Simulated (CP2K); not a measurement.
A run of CP2K 2026.2 is set up as follows.

File pbse_bands.inp:

```
&GLOBAL
  PROJECT pbse_bands
  RUN_TYPE ENERGY_FORCE
  PRINT_LEVEL LOW
&END GLOBAL
&FORCE_EVAL
  METHOD QS
  STRESS_TENSOR ANALYTICAL
  &DFT
    BASIS_SET_FILE_NAME BASIS_MOLOPT_UZH
    POTENTIAL_FILE_NAME GTH_POTENTIALS
    &MGRID
      CUTOFF 450
      REL_CUTOFF 60
      NGRIDS 4
    &END MGRID
    &QS
      METHOD GPW
      EPS_DEFAULT 1.0E-9
    &END QS
    &KPOINTS
      SCHEME MONKHORST-PACK 8 8 8
      GAMMA_CENTERED T
      SYMMETRY T
      SYMMETRY_BACKEND SPGLIB
    &END KPOINTS
    &SCF
      SCF_GUESS ATOMIC
      EPS_SCF 1.0E-6
      MAX_SCF 100
      ADDED_MOS 10
      CHOLESKY OFF
      EPS_EIGVAL 1.0E-7
      &DIAGONALIZATION ON
        ALGORITHM STANDARD
      &END DIAGONALIZATION
      &MIXING ON
        METHOD BROYDEN_MIXING
        ALPHA 0.4
        BETA 1.5
        NBUFFER 8
      &END MIXING
      &SMEAR ON
        METHOD FERMI_DIRAC
        ELECTRONIC_TEMPERATURE 580.23
      &END SMEAR
    &END SCF
    &XC
      &XC_FUNCTIONAL
        &LDA_X
        &END LDA_X
        &LDA_C_PW
        &END LDA_C_PW
      &END XC_FUNCTIONAL
    &END XC
    &PRINT
      &KPOINTS ON
      &END KPOINTS
      &MULLIKEN ON
      &END MULLIKEN
      &MO ON
        ENERGIES T
        OCCUPATION_NUMBERS T
        &EACH
          QS_SCF 0
        &END EACH
        ADD_LAST NUMERIC
      &END MO
      &BAND_STRUCTURE
        FILE_NAME bands.bs
        ADDED_MOS 2
        &KPOINT_SET
          UNITS B_VECTOR
          NPOINTS 6
          SPECIAL_POINT GAMMA 0.00000000 0.00000000 0.00000000
          SPECIAL_POINT X 0.50000000 0.00000000 0.50000000
          SPECIAL_POINT W 0.50000000 0.25000000 0.75000000
          SPECIAL_POINT K 0.37500000 0.37500000 0.75000000
          SPECIAL_POINT GAMMA 0.00000000 0.00000000 0.00000000
          SPECIAL_POINT L 0.50000000 0.50000000 0.50000000
          SPECIAL_POINT U 0.62500000 0.25000000 0.62500000
          SPECIAL_POINT W 0.50000000 0.25000000 0.75000000
          SPECIAL_POINT L 0.50000000 0.50000000 0.50000000
          SPECIAL_POINT K 0.37500000 0.37500000 0.75000000
        &END KPOINT_SET
        &KPOINT_SET
          UNITS B_VECTOR
          NPOINTS 6
          SPECIAL_POINT U 0.62500000 0.25000000 0.62500000
          SPECIAL_POINT X 0.50000000 0.00000000 0.50000000
        &END KPOINT_SET
      &END BAND_STRUCTURE
    &END PRINT
  &END DFT
  &SUBSYS
    &CELL
      ABC 4.3284127397 4.3284127396 4.3284127397
      ALPHA_BETA_GAMMA 60.0000000004 60.0000000005 60.0000000003
      PERIODIC XYZ
    &END CELL
    &COORD
      Pb  0.0000000000 0.0000000000 0.0000000000
      Se  4.3284127397 2.4990102604 1.7670671014
    &END COORD
    &KIND Pb
      BASIS_SET TZVP-MOLOPT-PBE-GTH-q4
      POTENTIAL GTH-PADE-q4
    &END KIND
    &KIND Se
      BASIS_SET TZVP-MOLOPT-PBE-GTH-q6
      POTENTIAL GTH-PADE-q6
    &END KIND
    &PRINT
      &ATOMIC_COORDINATES ON
      &END ATOMIC_COORDINATES
      &CELL ON
      &END CELL
      &SYMMETRY ON
      &END SYMMETRY
    &END PRINT
  &END SUBSYS
  &PRINT
    &FORCES ON
    &END FORCES
    &STRESS_TENSOR ON
    &END STRESS_TENSOR
  &END PRINT
&END FORCE_EVAL
```

Potentials or basis: GTH_POTENTIALS Pb GTH-PADE-q4, Se GTH-PADE-q6; TZVP-MOLOPT-PBE-GTH basis.

Run with:

```bash
$ OMP_NUM_THREADS=1 cp2k.psmp -i pbse_bands.inp -o pbse_bands.out
```

Question: What does it give for the band gap on the k mesh?

Answer: 0.16 eV, direct.

Question: What does it give for the pressure?

Answer: -2.9 GPa.

Question: Predict the Mulliken charges.

Answer: Pb +0.29; Se -0.29 e.

Question: What does it give for the band gap along the path?

Answer: 0.16 eV, direct.

Levels at the corners of the path, in eV from the valence-band top:
```tsv
point	band 1	band 2	band 3	band 4	band 5	band 6	band 7	band 8	band 9	band 10
Γ	-13.65	-6.48	-1.80	-1.80	-1.80	4.66	4.66	4.66	6.94	6.94
X	-12.36	-7.58	-5.06	-3.24	-3.24	3.75	5.60	5.60	6.05	12.02
W	-12.28	-8.20	-4.30	-4.30	-0.78	1.72	5.14	5.14	8.25	8.25
K	-12.32	-8.22	-4.65	-2.75	-2.46	3.42	3.91	5.54	6.12	11.20
Γ	-13.65	-6.48	-1.80	-1.80	-1.80	4.66	4.66	4.66	6.94	6.94
L	-12.56	-8.97	-1.49	-1.49	0.00	0.16	1.56	1.56	9.31	11.28
U	-12.32	-8.22	-4.65	-2.75	-2.46	3.42	3.91	5.54	6.12	11.20
W	-12.28	-8.20	-4.30	-4.30	-0.78	1.72	5.14	5.14	8.25	8.25
L	-12.56	-8.97	-1.49	-1.49	0.00	0.16	1.56	1.56	9.31	11.28
K	-12.32	-8.22	-4.65	-2.75	-2.46	3.42	3.91	5.54	6.12	11.20
U	-12.32	-8.22	-4.65	-2.75	-2.46	3.42	3.91	5.54	6.12	11.20
X	-12.36	-7.58	-5.06	-3.24	-3.24	3.75	5.60	5.60	6.05	12.02
```

Caveat: spin-orbit coupling is left out, which as a rule narrows the gap of such compounds by several tenths of an eV; the basis of atomic orbitals isn't converged, which shifts pressures, moduli and gaps.

**Experimental background.**

A printed reference work, monograph reports, for a bulk crystal of PbSe at 4.2 K: band gap 0.15 eV (direct).

Measured gap of PbSe: 0.15 eV (direct; 4.2 K; a printed reference work, monograph). This calculation gives 0.16 eV (+0.01 eV). 2 values of this kind are on record (0.15 to 0.28 eV); this one was drawn at random. Spin-orbit coupling on Pb, Se is left out. The value is that of LDA in an atomic basis (GTH_POTENTIALS Pb GTH-PADE-q4, Se GTH-PADE-q6; TZVP-MOLOPT-PBE-GTH basis), whose error adds to the functional's,, without temperature or zero-point motion.
